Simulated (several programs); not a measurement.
What each method gives for SnSe₂ (CdCl2 type)

SnSe₂ built on the CdCl2 prototype, relaxed with r2SCAN+rVV10 in Ansatz, was computed with several methods. Space group R-3m (No. 166), trigonal; a = 3.825 Å, c = 19.005 Å in the conventional setting, 26.75 Å³ an atom. Sn is surrounded by 6 Se at 2.71 Å; Se is surrounded by 3 Sn at 2.71 Å. The cell comes from a prototype generator: it can be a known phase or a hypothetical one. Spin polarisation is off.

```
Sn Se
1.0
     1.91229    1.10406    6.33509
    -1.91229    1.10406    6.33509
     0.00000   -2.20812    6.33509
Sn Se
1 2
Cartesian
  0.0000 0.0000 0.0000
  0.0000 0.0000 4.7619
  0.0000 0.0000 14.2434
```

Gaps and times are for a single point on this cell; volume and bulk modulus come from each method's own relaxation or energy curve at fixed shape, which is too stiff where a cell has free coordinates or axes. Times are rough, from shared hosts (Arm Neoverse V2; NVIDIA H100 80GB HBM3), and each method has its own mesh and cell size. A double dagger marks a value from a curve with shape and coordinates held. PM6 (MOPAC), PM7 (MOPAC), GFN1-xTB (tblite), GFN2-xTB (tblite) treat a cluster of cells at its zone centre, which samples few k points: where these miss a band edge, the gap comes out too large for that reason alone. Gaps from k meshes are read at a limited set of points (mesh, symmetry points, PBE's band edges), so each method's own least gap may be somewhat smaller. xTB and the PM methods were fitted mostly to molecules, and can miss a solid's gap by electronvolts. Minimal bases can be far off for gaps. Times of the plane-wave ladder aren't listed, since it ran on unlike processors and cards. Curves at held shape can't give the bulk modulus of a layered or molecular crystal, so none is listed. GLLB-SC's gap includes the derivative discontinuity. G0W0 is at finite bands, cutoff and mesh. d marks a direct gap, i an indirect one (no mark: not told apart), a dash a value that wasn't computed or didn't pass its checks.

```
                               method              kind  gap (eV)  own volume (Å³/atom)  bulk modulus (GPa)  atoms computed  processor time
 light PBE (260 eV and a coarse mesh)  light plane-wave    0.29 i                     –                   –               3           1.3 s
                          PM7 (MOPAC)    semi-empirical      4.31                25.47‡                   –         cluster           2.6 s
                          PM6 (MOPAC)    semi-empirical      4.15                     –                   –         cluster           2.9 s
                    GFN1-xTB (tblite)     tight binding      1.38                24.52‡                   –         cluster           3.3 s
               PBE/single zeta (GPAW)       small basis    0.64 i                     –                   –               3           5.9 s
                                  PBE         semilocal    0.30 i                     –                   –               3               –
                       PBE/SZV (CP2K)       small basis    0.80 i                     –                   –               3            11 s
                    GFN2-xTB (tblite)     tight binding      0.50                     –                   –         cluster            16 s
                               r2SCAN         semilocal    0.58 i                     –                   –               3               –
                      PBE/DZVP (CP2K)       small basis    0.28 i                28.55‡                   –               3            24 s
                       GLLB-SC (GPAW)   model potential      0.91                     –                   –               3            64 s
G0W0@r2SCAN (180 eV screening cutoff)         many-body      1.08                     –                   –               3               –
   G0W0@PBE (260 eV screening cutoff)         many-body      0.92                     –                   –               3               –
```

Against r2SCAN (0.58 eV) and with closed or daggered gaps left aside, the nearest gap at the points sampled is that of PBE/single zeta (GPAW) (+0.06 eV) and the farthest that of PM7 (MOPAC) (+3.73 eV). r2SCAN is only a yardstick of convenience: semilocal gaps usually lie below measured ones, which GLLB-SC and hybrids aim to mend.

No spin-orbit coupling is included; it can move band edges with weight on the heavy atoms by tenths of an eV.
